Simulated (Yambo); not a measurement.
GaP, 2 atoms in the cell. It takes space group F-43m (No. 216, cubic). The conventional cell has a = 5.451 Å, b = 5.451 Å, c = 5.451 Å, α = 90.00°, β = 90.00°, γ = 90.00°. Around Ga (site symmetry -43m) lie 4 P at 2.36 Å. P (site symmetry -43m) has 4 Ga at 2.36 Å as nearest neighbours. 

```yaml
Program: Yambo 5.3.0
Task: optical spectrum
Functional: PBEsol
Potentials_or_basis: PseudoDojo 0.4.1 SR PBEsol standard
Cutoff: 762 eV
Density_cutoff: 3048 eV
k_mesh: 6 × 6 × 6
Occupations: fixed
Spin: no spin polarisation
k_mesh_of_the_self-consistent_run: 8 × 8 × 8
Direction_of_the_field_or_of_q_to_0: y
Broadening: 0.2 eV
Kernel: Hartree (RPA with local fields)
Top_of_the_energy_range: 30 eV
Energy_points: 150
Correction_of_the_levels: scissor
Scissor_shift: 0.54 eV
Bands_in_the_response: 34
Cutoff_of_the_response_matrix: 2 Ry
```

Potentials or basis: PseudoDojo 0.4.1 SR PBEsol standard.

Run with:

```sh
$ OMP_NUM_THREADS=1 pw.x -in scf.in > scf.out
$ OMP_NUM_THREADS=1 pw.x -in nscf.in > nscf.out
$ cd tmp/pwscf.save; p2y; mv SAVE ../..; cd ../..
$ OMP_NUM_THREADS=1 yambo
$ OMP_NUM_THREADS=1 yambo -F optics10.in -J optics10 -C optics10_out
```

Hardware: 1 thread of Arm Neoverse V2 (shared host).

Estimate the wall time of this run.

It took 39 s on 1 thread of Arm Neoverse V2, with other jobs on the host.
